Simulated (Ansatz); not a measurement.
Here is the system:

LiI:
```
CELL_PARAMETERS angstrom
      0.00000     2.95111     2.95111
      2.95111     0.00000     2.95111
      2.95111     2.95111     0.00000
ATOMIC_POSITIONS crystal
  Li 0.00000 0.00000 0.00000
  I  0.50000 0.50000 0.50000
```

This is the PBEsol-relaxed structure.

Q: All from DFT-PBEsol in the program Ansatz with PAW potentials, unless another level is named. Predict the highest zone-centre frequency (without LO–TO term).

A: 158 cm⁻¹.

Q: Give the Young's modulus.

A: 36.8 GPa.

Space group Fm-3m (rock salt). The cell was relaxed with PBEsol under the symmetry of its start; of distortions, only those at the zone centre were tested. Spin–orbit coupling is left out wherever it is not named.

Potentials: the later of the program's two PAW sets.
